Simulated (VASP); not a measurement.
SnO in VASP 6.6.1, single-point calculation

INCAR

```
NELMDL = -8
LREAL = .FALSE.
IBRION = -1
ENCUT = 520
NBANDS = 17
NSW = 0
LASPH = .TRUE.
EDIFF = 1E-7
SIGMA = 0.02
GGA = PE
NELM = 55
PREC = Accurate
ISMEAR = -1
LCHARG = .FALSE.
ISIF = 2
LWAVE = .FALSE.
```

KPOINTS

```
KPOINTS created by Atomic Simulation Environment
0
Gamma
8 8 8
0 0 0
```

POSCAR

```
Sn O
 1.0000000000000000
     0.0000000000000000    2.5369732568000001    2.5369732568000001
     2.4679675843000002    0.0000000000000000    2.5369732568000001
     2.4679675843000002    2.5369732568000001    0.0000000000000000
 Sn  O
   1   1
Cartesian
  0.0000000000000000  0.0000000000000000  0.0000000000000000
  2.4679675842999997  2.5369732568000005  2.5369732568000005
```

The recommended PBE PAW datasets give the neutral cell 20 valence electrons.

Command

```
mpirun -np 1 vasp_std
```

**Question.** Predict the outcome of this run.

**Answer.** It converged. Results: gap between bands v and c on the k mesh 0.83 eV; least direct gap on the k mesh 0.94 eV; pressure 5.6 GPa. Band v is the last that the valence electrons fill when counted band by band, and c is the next.

OSZICAR

```
N       E                     dE             d eps       ncg     rms          rms(c)
DAV:   1     0.147875005376E+03    0.14788E+03   -0.10367E+04  2090   0.177E+03
DAV:   2     0.107247578502E+01   -0.14680E+03   -0.13963E+03  2278   0.394E+02
DAV:   3    -0.119710718103E+02   -0.13044E+02   -0.12958E+02  2326   0.104E+02
DAV:   4    -0.122378032186E+02   -0.26673E+00   -0.26658E+00  2532   0.154E+01
DAV:   5    -0.122441140631E+02   -0.63108E-02   -0.63103E-02  2595   0.230E+00
DAV:   6    -0.122443961777E+02   -0.28211E-03   -0.28211E-03  2794   0.407E-01
DAV:   7    -0.122444019858E+02   -0.58082E-05   -0.58089E-05  2765   0.483E-02
DAV:   8    -0.122444020429E+02   -0.57064E-07   -0.56914E-07  2444   0.461E-03    0.806E+00
DAV:   9    -0.106934956503E+02    0.15509E+01   -0.11624E+01  2437   0.389E+01    0.473E+00
DAV:  10    -0.104625455335E+02    0.23095E+00   -0.16296E+00  2407   0.761E+00    0.134E+00
DAV:  11    -0.104459890519E+02    0.16556E-01   -0.13208E-01  2129   0.291E+00    0.293E-01
DAV:  12    -0.104454146597E+02    0.57439E-03   -0.56512E-03  2809   0.477E-01    0.102E-01
DAV:  13    -0.104456265436E+02   -0.21188E-03   -0.59744E-04  2570   0.311E-01    0.391E-02
DAV:  14    -0.104455804248E+02    0.46119E-04   -0.10105E-04  2921   0.123E-01    0.103E-02
DAV:  15    -0.104455796832E+02    0.74161E-06   -0.95734E-06  2573   0.289E-02    0.580E-03
DAV:  16    -0.104455794448E+02    0.23833E-06   -0.28103E-06  2680   0.112E-02    0.397E-03
DAV:  17    -0.104455789435E+02    0.50138E-06   -0.65945E-07  2139   0.561E-03    0.242E-04
DAV:  18    -0.104455789380E+02    0.54424E-08   -0.20652E-08  1145   0.105E-03
   1 F= -.10445579E+02 E0= -.10445579E+02  d E =-.452325E-10
```

Standard output (part)

```
POSCAR found type information on POSCAR SnO
 POSCAR found :  2 types and       2 ions
 LDA part: xc-table for (Slater+PW92), standard interpolation
 POSCAR, INCAR and KPOINTS ok, starting setup
 WAVECAR not read
 entering main loop
```

For comparison, a separate PBE run of the intended cell, on usual settings and not on those above, gives a gap of 0.83 eV on its mesh and a pressure of 5.6 GPa.
